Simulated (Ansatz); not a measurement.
# Au(111) / 1 layer Pd(111) / Au(111): resistance against film thickness, part 2 of 2

Wanted: interface resistance and thickness dependence for Au(111) / 1 layer Pd(111) / Au(111).

Ansatz 0.2.0; Ansatz plane-wave DFT, LDA, PAW files; ballistic transport by layer matching (Landauer), zero bias; PAW set soft_1.

So far. Step 2 (With 1 layer): The lead's potential steps by 9 meV from period to period, small in itself. The program estimates the junction's conductance to 3.2 % from the k-mesh, 0.7 % from the leads' distance from neutral and 1.2 % from their steps.

### 3. With 3 layers, k-mesh 15×15×1, film layers 3

The stack now holds 3 film layers; the k-mesh follows the cell, and the energies span -0.27 to 0.27 eV.

System of this step: Au(111) / 3 layers Pd(111) / Au(111). The cell holds 12 atoms: 9 Au and 3 Pd. Cell: a = 2.884 Å, b = 2.884 Å, c = 27.320 Å, α = 90.0°, β = 90.0°, γ = 120.0°. It derives from Au and Pd. Regions: lead, 9 atoms (9 Au); films, 3 atoms (3 Pd). The structure is stacked along c, and the current runs across the ab planes.

input.yaml

```yaml
crystal:
  lattice:
    - [2.8837582304, 0.0, 0.0]
    - [-1.4418791152, 2.4974078859, 0.0]
    - [0.0, 0.0, 27.3202810474]
  atoms:
    - { symbol: Au, position: [0.0, 0.0, 0.0430921397] }
    - { symbol: Au, position: [0.3333333333, 0.6666666667, 0.1292764191] }
    - { symbol: Au, position: [0.6666666667, 0.3333333333, 0.2154606985] }
    - { symbol: Au, position: [0.0, 0.0, 0.3016449779] }
    - { symbol: Pd, position: [0.3333333333, 0.6666666667, 0.3821273652] }
    - { symbol: Pd, position: [0.6666666667, 0.3333333333, 0.4569078603] }
    - { symbol: Pd, position: [0.0, 0.0, 0.5316883554] }
    - { symbol: Au, position: [0.3333333333, 0.6666666667, 0.6121707427] }
    - { symbol: Au, position: [0.6666666667, 0.3333333333, 0.6983550221] }
    - { symbol: Au, position: [0.0, 0.0, 0.7845393015] }
    - { symbol: Au, position: [0.3333333333, 0.6666666667, 0.8707235809] }
    - { symbol: Au, position: [0.6666666667, 0.3333333333, 0.9569078603] }
kpoints:
  mp_grid: { grid: [15, 15, 1] }
hamiltonian:
  xc: lda
  pseudopotentials: { kind: paw, azcp: { folder: soft_1 }, xc_functional: pbe }
scf:
  occupations: { method: fermi_dirac, width: 0.1 }
output:
  transmission:
    leads: [[0, 1]]
    kmesh: [30, 30]
    e_range: [-0.27, 0.27]
    de: 0.036
  write_potential: true
  write_density: true
  volumetric_format: npy
```

On the command line:

```console
> ansatz run input.yaml --threads 4 --pin off --max-ram 8192MiB --backend cpu --events-out ev --progress --plain --runs-dir out
```

Numbers of over 12 decimals in the logs are rounded to 6 here.

Output:

```text
[...]
Crystal: 12 atoms, lattice volume = 196.758 Å³
Basis set: ecut = 420 eV, 3847 PW (Γ)
Bands: 135, of which v1, the nominal top of the filled ones, is band 113 counted from 1 (112 counted from 0)
Symmetry: 12 space group operations
[...]
k-points: 27 of 225
[...]
--- Transmission ---
  basis      : 61 plane waves across, 41 finite elements along
  points     : 91, standing for a mesh of 30 x 30
[...]
filled         : 41.8 meV over the level at which it is neutral
    channels       : 7.966667e-1 a spin
[...]
slowest decay  : 0.0860 /Å at (0.0667, 0.0000)
  junction   : crystal 0 to crystal 0, -0.70 to 24.27 Å
    transmission   : 5.984617e-1 a spin
[...]
resistance     : 3.9981e-4 Ω µm² beyond half of each lead's own
[key lines of the parts left out:]
SCF converged after 12 iterations
Free energy (F): -136331.377195 eV
Fermi energy:    20.077674 eV
```

The job ended after 35 s (4 threads of Intel Xeon Platinum 8488C (Sapphire Rapids), shared host; peak memory 1.1 GiB).

Numbers from this step:

```
free energy                                                                : -136331.3772 eV
energy at zero smearing                                                    : -136331.2644 eV
Fermi energy                                                               : 20.08 eV
step of the lead's potential                                               : 3.4 meV
lead conductance per cell                                                  : 0.7947 G₀
conductance of the junction                                                : 6.37e14 S/m²
junction conductance per cell                                              : 0.5922 G₀
estimated errors of the junction's conductance                             : 0, 0, 1.7, 0.8, 1.1 % (energy step, band edges, k-mesh, leads' steps, distance from neutral)
area resistance that the stack adds (contact term taken off, spin by spin) : 0.3998 fΩ m²
```

Per spin. The transmission, zone mean by energy, zero at the Fermi level:

| energy (eV) | transmission, zone mean |
| --- | --- |
| -0.270 | 0.617 |
| -0.234 | 0.608 |
| -0.198 | 0.585 |
| -0.162 | 0.611 |
| -0.126 | 0.601 |
| -0.090 | 0.579 |
| -0.054 | 0.582 |
| -0.018 | 0.587 |
| 0.018 | 0.598 |
| 0.054 | 0.603 |
| 0.090 | 0.602 |
| 0.126 | 0.600 |
| 0.162 | 0.589 |
| 0.198 | 0.583 |
| 0.234 | 0.602 |
| 0.270 | 0.613 |

The conductance of the junction is 6.4e14 S/m², 9.2 % under the 7.0e14 S/m² of the last finished run.

### 4. With 5 layers, k-mesh 15×15×1, film layers 5

The stack now holds 5 film layers; the k-mesh follows the cell, and the energies span -0.27 to 0.27 eV.

System of this step: Au(111) / 5 layers Pd(111) / Au(111). The cell holds 15 atoms: 10 Au and 5 Pd. Cell: a = 2.884 Å, b = 2.884 Å, c = 33.761 Å, α = 90.0°, β = 90.0°, γ = 120.0°. It derives from Au and Pd. Regions: lead, 10 atoms (10 Au); films, 5 atoms (5 Pd). The structure is stacked along c, and the current runs across the ab planes.

input.yaml, the sections that differ from step 3:

```yaml
crystal:
  lattice:
    - [2.8837582304, 0.0, 0.0]
    - [-1.4418791152, 2.4974078859, 0.0]
    - [0.0, 0.0, 33.7609080691]
  atoms:
    - { symbol: Au, position: [0.0, 0.0, 0.0348713774] }
    - { symbol: Au, position: [0.3333333333, 0.6666666667, 0.1046141323] }
    - { symbol: Au, position: [0.6666666667, 0.3333333333, 0.1743568872] }
    - { symbol: Au, position: [0.0, 0.0, 0.244099642] }
    - { symbol: Pd, position: [0.3333333333, 0.6666666667, 0.3092282646] }
    - { symbol: Pd, position: [0.6666666667, 0.3333333333, 0.3697427549] }
    - { symbol: Pd, position: [0.0, 0.0, 0.4302572451] }
    - { symbol: Pd, position: [0.3333333333, 0.6666666667, 0.4907717354] }
    - { symbol: Pd, position: [0.6666666667, 0.3333333333, 0.5512862257] }
    - { symbol: Au, position: [0.0, 0.0, 0.6164148483] }
    - { symbol: Au, position: [0.3333333333, 0.6666666667, 0.6861576031] }
    - { symbol: Au, position: [0.6666666667, 0.3333333333, 0.755900358] }
    - { symbol: Au, position: [0.0, 0.0, 0.8256431128] }
    - { symbol: Au, position: [0.3333333333, 0.6666666667, 0.8953858677] }
    - { symbol: Au, position: [0.6666666667, 0.3333333333, 0.9651286226] }
# kpoints, hamiltonian, scf, output: as in step 3
```

Output:

```text
[...]
Crystal: 15 atoms, lattice volume = 243.143 Å³
Basis set: ecut = 420 eV, 4757 PW (Γ)
Bands: 168, of which v1, the nominal top of the filled ones, is band 140 counted from 1 (139 counted from 0)
Symmetry: 12 space group operations
[...]
k-points: 27 of 225
[...]
--- Transmission ---
  basis      : 61 plane waves across, 50 finite elements along
  points     : 91, standing for a mesh of 30 x 30
[...]
filled         : 37.7 meV over the level at which it is neutral
    channels       : 7.966667e-1 a spin
[...]
slowest decay  : 0.0856 /Å at (0.0667, 0.0000)
  junction   : crystal 0 to crystal 0, -1.66 to 29.75 Å
    transmission   : 5.683099e-1 a spin
[...]
resistance     : 4.5220e-4 Ω µm² beyond half of each lead's own
[key lines of the parts left out:]
SCF converged after 13 iterations
Free energy (F): -162886.885847 eV
Fermi energy:    20.016048 eV
```

Wall time 49 s (4 threads); peak memory 1.5 GiB; 3.1 min of CPU time.

This step gave:

```
free energy                                                                : -162886.8858 eV
energy at zero smearing                                                    : -162886.7218 eV
Fermi energy                                                               : 20.02 eV
step of the lead's potential                                               : 1.3 meV
lead conductance per cell                                                  : 0.7946 G₀
conductance of the junction                                                : 6.16e14 S/m²
junction conductance per cell                                              : 0.5730 G₀
estimated errors of the junction's conductance                             : 0.3, 0, 4.6, 0.8, 0.9 % (energy step, band edges, k-mesh, leads' steps, distance from neutral)
area resistance that the stack adds (contact term taken off, spin by spin) : 0.4522 fΩ m²
```

Per spin. Transmission, zone mean against energy, zero at the Fermi level:

| energy (eV) | transmission, zone mean |
| --- | --- |
| -0.270 | 0.669 |
| -0.234 | 0.631 |
| -0.198 | 0.621 |
| -0.162 | 0.597 |
| -0.126 | 0.580 |
| -0.090 | 0.549 |
| -0.054 | 0.552 |
| -0.018 | 0.581 |
| 0.018 | 0.568 |
| 0.054 | 0.600 |
| 0.090 | 0.561 |
| 0.126 | 0.561 |
| 0.162 | 0.571 |
| 0.198 | 0.571 |
| 0.234 | 0.561 |
| 0.270 | 0.575 |

The conductance of the junction is 6.2e14 S/m², 3.2 % under the 6.4e14 S/m² of the last finished run, within the error estimates, leads' steps apart, of 1.7 and 4.6 %.

### 5. With 7 layers, k-mesh 15×15×1, film layers 7

The stack now holds 7 film layers; the k-mesh follows the cell, and the energies span -0.27 to 0.27 eV.

System of this step: Au(111) / 7 layers Pd(111) / Au(111). The cell holds 15 atoms: 8 Au and 7 Pd. Its edges and angles: a = 2.884 Å, b = 2.884 Å, c = 33.138 Å, α = 90.0°, β = 90.0°, γ = 120.0°. It derives from Au and Pd. Regions: lead, 8 atoms (8 Au); films, 7 atoms (7 Pd). The structure is stacked along c, and the current runs across the ab planes.

input.yaml, the sections that differ from step 4:

```yaml
crystal:
  lattice:
    - [2.8837582304, 0.0, 0.0]
    - [-1.4418791152, 2.4974078859, 0.0]
    - [0.0, 0.0, 33.1377988848]
  atoms:
    - { symbol: Au, position: [0.0, 0.0, 0.0355270841] }
    - { symbol: Au, position: [0.3333333333, 0.6666666667, 0.1065812523] }
    - { symbol: Au, position: [0.6666666667, 0.3333333333, 0.1776354205] }
    - { symbol: Au, position: [0.0, 0.0, 0.2486895887] }
    - { symbol: Pd, position: [0.3333333333, 0.6666666667, 0.3150428624] }
    - { symbol: Pd, position: [0.6666666667, 0.3333333333, 0.3766952416] }
    - { symbol: Pd, position: [0.0, 0.0, 0.4383476208] }
    - { symbol: Pd, position: [0.3333333333, 0.6666666667, 0.5] }
    - { symbol: Pd, position: [0.6666666667, 0.3333333333, 0.5616523792] }
    - { symbol: Pd, position: [0.0, 0.0, 0.6233047584] }
    - { symbol: Pd, position: [0.3333333333, 0.6666666667, 0.6849571376] }
    - { symbol: Au, position: [0.6666666667, 0.3333333333, 0.7513104113] }
    - { symbol: Au, position: [0.0, 0.0, 0.8223645795] }
    - { symbol: Au, position: [0.3333333333, 0.6666666667, 0.8934187477] }
    - { symbol: Au, position: [0.6666666667, 0.3333333333, 0.9644729159] }
# kpoints, hamiltonian, scf, output: as in step 4
```

Output:

```text
[...]
Crystal: 15 atoms, lattice volume = 238.656 Å³
Basis set: ecut = 420 eV, 4635 PW (Γ)
Bands: 167, of which v1, the nominal top of the filled ones, is band 139 counted from 1 (138 counted from 0)
Symmetry: 12 space group operations
[...]
k-points: 27 of 225
[...]
--- Transmission ---
  basis      : 61 plane waves across, 51 finite elements along
  points     : 91, standing for a mesh of 30 x 30
[...]
filled         : 34.1 meV over the level at which it is neutral
    channels       : 7.966667e-1 a spin
[...]
slowest decay  : 0.0852 /Å at (0.0667, 0.0000)
  junction   : crystal 0 to crystal 0, 0.70 to 31.48 Å
    transmission   : 5.287755e-1 a spin
[...]
resistance     : 5.7054e-4 Ω µm² beyond half of each lead's own
[key lines of the parts left out:]
SCF converged after 13 iterations
Free energy (F): -150843.234148 eV
Fermi energy:    19.881177 eV
```

Elapsed: 49 s, on 4 threads; peak memory 1.5 GiB; 3.1 min of CPU time.

This step gave:

```
free energy                                                                : -150843.2341 eV
energy at zero smearing                                                    : -150843.0311 eV
Fermi energy                                                               : 19.88 eV
step of the lead's potential                                               : 12.1 meV
lead conductance per cell                                                  : 0.7945 G₀
conductance of the junction                                                : 5.75e14 S/m²
junction conductance per cell                                              : 0.5340 G₀
estimated errors of the junction's conductance                             : 0, 0, 4.2, 4.9, 1.1 % (energy step, band edges, k-mesh, leads' steps, distance from neutral)
area resistance that the stack adds (contact term taken off, spin by spin) : 0.5705 fΩ m²
```

Per spin. Transmission, zone mean against energy, zero at the Fermi level:

| energy (eV) | transmission, zone mean |
| --- | --- |
| -0.270 | 0.618 |
| -0.234 | 0.625 |
| -0.198 | 0.627 |
| -0.162 | 0.611 |
| -0.126 | 0.570 |
| -0.090 | 0.551 |
| -0.054 | 0.535 |
| -0.018 | 0.540 |
| 0.018 | 0.529 |
| 0.054 | 0.527 |
| 0.090 | 0.536 |
| 0.126 | 0.551 |
| 0.162 | 0.544 |
| 0.198 | 0.540 |
| 0.234 | 0.544 |
| 0.270 | 0.542 |

The conductance of the junction is 5.7e14 S/m², 6.8 % under the 6.2e14 S/m² of the last finished run, no more than the error estimates, leads' steps apart, of 4.6 and 4.2 % together.

### 6. With 9 layers, k-mesh 15×15×1, film layers 9

The stack now holds 9 film layers; the k-mesh follows the cell, and the energies span -0.27 to 0.27 eV.

System of this step: Au(111) / 9 layers Pd(111) / Au(111). The cell holds 18 atoms: 9 Au and 9 Pd. Cell: a = 2.884 Å, b = 2.884 Å, c = 39.578 Å, α = 90.0°, β = 90.0°, γ = 120.0°. It derives from Au and Pd. Regions: lead, 9 atoms (9 Au); films, 9 atoms (9 Pd). The structure is stacked along c, and the current runs across the ab planes.

input.yaml, the sections that differ from step 5:

```yaml
crystal:
  lattice:
    - [2.8837582304, 0.0, 0.0]
    - [-1.4418791152, 2.4974078859, 0.0]
    - [0.0, 0.0, 39.5784259065]
  atoms:
    - { symbol: Au, position: [0.0, 0.0, 0.029745735] }
    - { symbol: Au, position: [0.3333333333, 0.6666666667, 0.0892372049] }
    - { symbol: Au, position: [0.6666666667, 0.3333333333, 0.1487286749] }
    - { symbol: Au, position: [0.0, 0.0, 0.2082201448] }
    - { symbol: Pd, position: [0.3333333333, 0.6666666667, 0.2637757004] }
    - { symbol: Pd, position: [0.6666666667, 0.3333333333, 0.3153953415] }
    - { symbol: Pd, position: [0.0, 0.0, 0.3670149827] }
    - { symbol: Pd, position: [0.3333333333, 0.6666666667, 0.4186346239] }
    - { symbol: Pd, position: [0.6666666667, 0.3333333333, 0.470254265] }
    - { symbol: Pd, position: [0.0, 0.0, 0.5218739062] }
    - { symbol: Pd, position: [0.3333333333, 0.6666666667, 0.5734935474] }
    - { symbol: Pd, position: [0.6666666667, 0.3333333333, 0.6251131885] }
    - { symbol: Pd, position: [0.0, 0.0, 0.6767328297] }
    - { symbol: Au, position: [0.3333333333, 0.6666666667, 0.7322883852] }
    - { symbol: Au, position: [0.6666666667, 0.3333333333, 0.7917798552] }
    - { symbol: Au, position: [0.0, 0.0, 0.8512713251] }
    - { symbol: Au, position: [0.3333333333, 0.6666666667, 0.9107627951] }
    - { symbol: Au, position: [0.6666666667, 0.3333333333, 0.970254265] }
# kpoints, hamiltonian, scf, output: as in step 5
```

Output:

```text
[...]
Crystal: 18 atoms, lattice volume = 285.041 Å³
Basis set: ecut = 420 eV, 5581 PW (Γ)
Bands: 200, of which v1, the nominal top of the filled ones, is band 167 counted from 1 (166 counted from 0)
Symmetry: 12 space group operations
[...]
k-points: 27 of 225
[...]
--- Transmission ---
  basis      : 61 plane waves across, 61 finite elements along
  points     : 91, standing for a mesh of 30 x 30
[...]
filled         : 30.2 meV over the level at which it is neutral
    channels       : 7.966667e-1 a spin
[...]
slowest decay  : 0.0846 /Å at (0.0667, 0.0000)
  junction   : crystal 0 to crystal 0, -0.70 to 36.53 Å
    transmission   : 5.147666e-1 a spin
[...]
resistance     : 6.0642e-4 Ω µm² beyond half of each lead's own
[key lines of the parts left out:]
SCF converged after 14 iterations
Free energy (F): -177398.748392 eV
Fermi energy:    19.854446 eV
```

It took 69 s on 4 threads; peak memory 1.9 GiB; 4.2 min of CPU time.

Numbers from this step:

* free energy: -177398.7484 eV
* energy at zero smearing: -177398.4935 eV
* Fermi energy: 19.85 eV
* step of the lead's potential: 3.3 meV
* ballistic conductance of the lead: 8.54e14 S/m²
* estimated errors of the lead's conductance: 0, 4.1, 0.3 % (band edges, k-mesh, distance from neutral)
* lead conductance per cell: 0.7942 G₀
* conductance of the junction: 5.63e14 S/m²
* junction conductance per cell: 0.5231 G₀
* estimated errors of the junction's conductance: 0.2, 0, 3.2, 1.8, 1.6 % (energy step, band edges, k-mesh, leads' steps, distance from neutral)
* area resistance that the stack adds (contact term taken off, spin by spin): 0.6064 fΩ m²

Per spin. Table of transmission, zone mean by energy, zero at the Fermi level:

| energy (eV) | transmission, zone mean |
| --- | --- |
| -0.270 | 0.633 |
| -0.234 | 0.604 |
| -0.198 | 0.623 |
| -0.162 | 0.619 |
| -0.126 | 0.605 |
| -0.090 | 0.570 |
| -0.054 | 0.543 |
| -0.018 | 0.517 |
| 0.018 | 0.515 |
| 0.054 | 0.508 |
| 0.090 | 0.507 |
| 0.126 | 0.530 |
| 0.162 | 0.536 |
| 0.198 | 0.521 |
| 0.234 | 0.534 |
| 0.270 | 0.522 |

The conductance of the junction is 5.6e14 S/m², 2.0 % under the 5.7e14 S/m² of the last finished run, within the error estimates, leads' steps apart, of 4.2 and 3.2 %.

### 7. The ladder

Times are for 4 threads of Intel Xeon Platinum 8488C (Sapphire Rapids), shared host. The series side by side:

| no. | film layers | area resistance that the stack adds (contact term taken off, spin by spin) (fΩ m²) | conductance of the junction (S/m²) | time | memory (GiB) |
| --- | --- | --- | --- | --- | --- |
| 1 | 1 | 0.2560 | 7.02e14 | 66 s | 0.98 |
| 2 | 3 | 0.3998 | 6.37e14 | 35 s | 1.1 |
| 3 | 5 | 0.4522 | 6.16e14 | 49 s | 1.5 |
| 4 | 7 | 0.5705 | 5.75e14 | 49 s | 1.5 |
| 5 | 9 | 0.6064 | 5.63e14 | 69 s | 1.9 |

### 8. Outcome

```
area resistance, 1 layer  : 0.256 fΩ m²
area resistance, 3 layers : 0.400 fΩ m²
area resistance, 5 layers : 0.452 fΩ m²
area resistance, 7 layers : 0.571 fΩ m²
area resistance, 9 layers : 0.606 fΩ m²
```

The stack adds 0.26 fΩ m² with 1 layer and 0.61 fΩ m² with 9. From 3 to 9 layers it grows by 52 %, though no single step exceeds the two runs' error estimates together; nothing scatters inside a perfect film, so this is no ohmic growth. Atoms sit on ideal sites and aren't relaxed. Spin-orbit coupling is left out, which matters for Au. Pd(111) is stretched by 4.8 % in plane to fit Au(111). 1 further run is left out: refused by the program, or repeats without effect or without named leads.

[Logs are printed without paths, hosts, clocks, repeated set-up lines and the standing remarks that a program may print on its own settings, such as how far it seeks lower states.]

[Hosts, paths, dates, database ids (printed as entryN), source tags and the programs' standing remarks are cut or masked in the printed files.]
